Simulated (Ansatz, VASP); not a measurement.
**CdF2: VASP beside Ansatz**

File INCAR:

```
  PREC = Accurate
  ENCUT = 520
  EDIFF = 1E-6
  ISMEAR = 0
  SIGMA = 0.05
  LREAL = F
  LASPH = T
  NELM = 100
  ALGO = Normal
  ISIF = 2
  LWAVE = F
  LCHARG = F
  GGA = PS
  NBANDS = 20
```

The input KPOINTS:

```
Automatic mesh
0
Gamma
  8 8 8
```

File POSCAR:

```
CdF2
1.0
    0.0000000000      2.6920729557      2.6920729557
    2.6920729557      0.0000000000      2.6920729557
    2.6920729557      2.6920729557      0.0000000000
Cd F
1 2
Direct
    0.0000000000      0.0000000000      0.0000000000
    0.2500000000      0.2500000000      0.2500000000
    0.7500000000      0.7500000000      0.7500000000
```

Input for Ansatz:

```yaml
crystal:
  lattice:
    - [0.0, 2.6920729557, 2.6920729557]
    - [2.6920729557, 0.0, 2.6920729557]
    - [2.6920729557, 2.6920729557, 0.0]
  atoms:
    - { symbol: Cd, position: [0.0, 0.0, 0.0] }
    - { symbol: F, position: [0.25, 0.25, 0.25] }
    - { symbol: F, position: [0.75, 0.75, 0.75] }
basis:
  ecutwfc: 520.0
kpoints:
  mp_grid: { grid: [8, 8, 8] }
hamiltonian:
  xc: pbesol
scf:
  occupations: { method: gaussian, width: 0.05 }
output:
  forces: true
  stress: true
  eigenvalues: true
```

Alike in both runs: task single point; functional PBEsol; k mesh 8 × 8 × 8; occupations gaussian, width 0.05 eV; no spin polarisation.

|  | VASP | Ansatz |
| --- | --- | --- |
| version | VASP 6.6.1 | Ansatz 0.2.0 |
| potentials or method | VASP PAW PBE potentials, release 64 (Cd, F) | scalar-relativistic, plane waves, PAW |
| plane-wave cutoff (eV) | 520 | 520 |
| valence electrons in the cell | 26 | 34 |

Ansatz gave:

| Item | Value |
| --- | --- |
| gap on the k mesh at the Fermi level (eV) | 2.94 |
| least direct gap on the mesh (eV) | 3.43 |
| pressure (GPa) | 0.0 |

Task: Estimate VASP's values.

Result: gap on the k mesh at the Fermi level (eV): 2.91; least direct gap on the mesh (eV): 3.40; pressure (GPa): 0.8.

The functional is the same, so the differences come from potentials, cutoffs and numerics. The two sets of potentials don't hold the same shells in valence.

Caveats: the PAW data sets were made with another functional, which shifts forces and pressure a little (VASP). A k mesh can miss the band edges. A hybrid or GW would open this gap; PBEsol tends to underestimate it.
